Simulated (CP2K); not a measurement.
Si2W:

```xyz
3
Lattice="4.5267 0.0000 0.0000 2.2450 3.9308 0.0000 -3.3859 -1.9654 2.2725" Properties=species:S:1:pos:R:3 pbc="T T T"
W     0.0000    0.0000    0.0000
Si    4.5052    2.6151    0.0000
Si    2.2665    1.3156    0.0000
```

Base run:

```yaml
Program: CP2K 2026.2
Functional: PBE
Dispersion: D3(BJ)+ATM
Potentials_or_basis: POTENTIAL_UZH W GTH-PBE-q14, Si GTH-PBE-q4; TZVP-MOLOPT-PBE-GTH basis
Density_cutoff: 6123 eV
k_mesh: 12 × 12 × 12
Occupations: fermi-dirac, width 0.05 eV
Spin: no spin polarisation
```

Its results: band gap on the k mesh none (metal or under the smearing width); pressure -3.5 GPa; largest force 0.056 eV/Å.

Task: The run is repeated on the same cell with these changes: dispersion from D3(BJ)+ATM to none. What comes out?

Result: Band gap on the k mesh none (metal or under the smearing width); pressure 2.5 GPa; largest force 0.065 eV/Å.

Dispersion adds attraction, which lowers the pressure at fixed volume and, as a term added to the energy, leaves the levels alone.

Caveats: the basis of atomic orbitals isn't converged, which shifts pressures, moduli and gaps; pairwise dispersion overbinds metals, which lowers pressure and volume (some runs).
